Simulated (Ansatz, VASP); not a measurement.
## Mo in VASP and in Ansatz

```xyz
1
Lattice="0.0000 2.3659 1.4887 2.3659 0.0000 1.4887 2.3659 2.3659 0.0000" Properties=species:S:1:pos:R:3 pbc="T T T"
Mo    0.0000    0.0000    0.0000
```

Alike in both runs: task single point; functional PBE; k mesh 22 × 22 × 22; occupations gaussian, width 0.15 eV; no spin polarisation.

```csv
,VASP,Ansatz
version,VASP 6.6.1,Ansatz 0.2.0
potentials or method,"VASP PAW PBE potentials, release 64 (Mo_sv)","scalar-relativistic, plane waves, PAW"
plane-wave cutoff (eV),520,420
valence electrons in the cell,14,14
```

|  | VASP | Ansatz | Ansatz less VASP |
| --- | --- | --- | --- |
| gap on the k mesh at the Fermi level (eV) | none | none | - |
| pressure (GPa) | -10.5 | -10.9 | -0.39 |
| largest component of the traceless stress (GPa) | 18.63 | 18.63 | -0.003 |

A gap of «none» marks a metal or a gap that the smearing closes. With one functional, cell and mesh, what is left measures potentials, basis and numerics.
